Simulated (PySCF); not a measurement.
Published values to compare with (the computed states carry no symmetry labels, so the two lists aren't matched line by line):

```json
{"state": "3A'(π→π*)", "E (eV)": "4.69", "f": "", "kind of transition": "vertical absorption", "source": "[1]"}
{"state": "3A'(π→π*)", "E (eV)": "4.73", "f": "", "kind of transition": "vertical absorption", "source": "[2]"}
{"state": "3A''(π→3s)", "E (eV)": "5.66", "f": "", "kind of transition": "vertical absorption", "source": "[2]"}
{"state": "1A''(π→3s)", "E (eV)": "5.71", "f": "0.001", "kind of transition": "vertical absorption", "source": "[2]"}
{"state": "3A'(π→π*)", "E (eV)": "5.74", "f": "", "kind of transition": "vertical absorption", "source": "[2]"}
{"state": "3A'(π→π*)", "E (eV)": "5.79", "f": "", "kind of transition": "vertical absorption", "source": "[1]"}
{"state": "3A''(n→π*)", "E (eV)": "6.31", "f": "", "kind of transition": "vertical absorption", "source": "[2]"}
{"state": "3A''(n→π*)", "E (eV)": "6.37", "f": "", "kind of transition": "vertical absorption", "source": "[1]"}
{"state": "1A'(π→π*)", "E (eV)": "6.41", "f": "0.124", "kind of transition": "vertical absorption", "source": "[2]"}
{"state": "1A''(n→π*)", "E (eV)": "6.50", "f": "0.028", "kind of transition": "vertical absorption", "source": "[2]"}
{"state": "3A'(π→π*)", "E (eV)": "6.55", "f": "", "kind of transition": "vertical absorption", "source": "[1]"}
{"state": "1A'(π→π*)", "E (eV)": "6.58", "f": "", "kind of transition": "vertical absorption", "source": "[1]"}
{"state": "1A''(n→π*)", "E (eV)": "6.83", "f": "", "kind of transition": "vertical absorption", "source": "[1]"}
{"state": "1A'(π→π*)", "E (eV)": "7.10", "f": "", "kind of transition": "vertical absorption", "source": "[1]"}
{"state": "3A'(π→π*)", "E (eV)": "7.42", "f": "", "kind of transition": "vertical absorption", "source": "[1]"}
{"state": "3A''(n→π*)", "E (eV)": "7.51", "f": "", "kind of transition": "vertical absorption", "source": "[1]"}
{"state": "1A''(n→π*)", "E (eV)": "7.94", "f": "", "kind of transition": "vertical absorption", "source": "[1]"}
{"state": "1A'(π→π*)", "E (eV)": "8.45", "f": "", "kind of transition": "vertical absorption", "source": "[1]"}
```

[1] computed, CC3/TZVP, gas; arXiv:2401.06101 (2024), CC3 reference column of Thiel's set
[2] computed, theoretical best estimate (aug-cc-pVTZ, frozen core, CC3 geometry), gas; Veril, Scemama, Caffarel, Lipparini, Boggio-Pasqua, Jacquemin, Loos, WIREs Comput. Mol. Sci. 2021, 11, e1517 (QUESTDB)

Species: C₃H₄N₂.
Geometry (PBE0-D3(BJ)/def2-TZVP, Å), atoms numbered from 1 in this order:
```
atom  x, y, z in Å
C1    -0.5654   -0.4522   -0.9960
C2    -0.9468    0.2799    0.0918
N3     0.1954    0.4451    0.8283
C4     1.1980   -0.1837    0.1671
N5     0.7720   -0.7349   -0.9387
H6    -1.1797   -0.7900   -1.8159
H7    -1.8955    0.6858    0.4005
H8     0.2729    0.9377    1.7001
H9     2.2123   -0.2049    0.5362
```

Method used: TDDFT CAM-B3LYP/aug-cc-pVTZ, vertical, gas phase, core orbitals frozen in the response (PySCF). Isolated species at its PBE0-D3(BJ)/def2-TZVP geometry, gas phase.

Computed singlets: 5.57 eV (f 0.001); 6.34 eV (f 0.027); 6.42 eV (f 0.164); 6.59 eV (f 0.001); 6.74 eV (f 0.004); 7.04 eV (f 0.001); 7.07 eV (f 0.011); 7.12 eV (f 0.056); 7.14 eV (f 0.005); 7.18 eV (f 0.023). Computed triplets (Tamm–Dancoff): 4.58, 5.55, 5.66, 6.10 eV.

How does the lowest computed singlet compare with the best estimate listed for the lowest singlet (vertical absorption)?

5.57 eV against 5.71 eV for 1A''(π→3s) [2]: a difference of -0.14 eV. Geometry and basis of the two calculations needn't be the same.

How does the lowest computed triplet compare with the best estimate listed for the lowest triplet (vertical absorption)?

4.58 eV against 4.73 eV for 3A'(π→π*) [2]: a difference of -0.15 eV. Geometry and basis of the two calculations needn't be the same.
